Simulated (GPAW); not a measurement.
Runs of GPAW 26.7.0 on Ga. Symmetry: P2_1/m, No. 11, monoclinic system. Conventional cell: a = 2.778 Å, b = 3.282 Å, c = 4.210 Å, α = 90.00°, β = 108.61°, γ = 90.00°. Ga (site symmetry m) is surrounded by 8 Ga at 2.71 to 2.84 Å. This isn't the form of Ga at room conditions, which is orthorhombic.

```tsv
task	level	potentials or basis	cell	k mesh	optimizer	fmax	max steps	convergence	band path	gap on the mesh (eV)	pressure (GPa)	relaxed volume (Å³/atom)	largest force (eV/Å)
relaxation of cell and atoms	PBEsol	PAW data sets generated in the run's folder for this functional, pw	relaxed	9 × 7 × 6	BFGS	0.02 eV/Å	60	density=1e-05 forces=0.0001	-	none	0.0	18.23	0.01
band structure	LDA	the program's PAW data sets (release 1.2.1) made for this functional, pw	as given	8 × 7 × 6	-	-	-	-	GYHCEM1AXH1,MDZ,YD	-	-2.0	-	(b)
relaxation of cell and atoms	PBEsol+D4	PAW data sets generated in the run's folder for this functional, pw	relaxed	9 × 7 × 6	BFGS	0.02 eV/Å	60	density=1e-05 forces=0.0001	-	none	0.1	17.53	0.01
relaxation of cell and atoms	PBEsol+D3(BJ)	PAW data sets generated in the run's folder for this functional, pw	relaxed	9 × 7 × 6	BFGS	0.02 eV/Å	60	density=1e-05 forces=0.0001	-	none	0.0	17.43	0.02
single point	PBEsol	PAW data sets generated in the run's folder for this functional, pw	as given	10 × 8 × 7	-	-	-	-	-	none	(a)	-	0.08
```

Alike in all rows: no spin polarisation; cutoff (eV) 600; smearing fermi-dirac 0.05 eV.

Task: Fill in the values left out.

Result: (a) -0.1; (b) 0.10.

Caveats: later steps reuse the first step's grids (some runs); pairwise dispersion overbinds metals, which lowers pressure and volume (some runs).

A k mesh can miss the band edges, and the runs leave out spin-orbit coupling on Ga.

A gap of «none» marks a metal or a gap under the smearing width.

Not every run made on this cell is shown here.
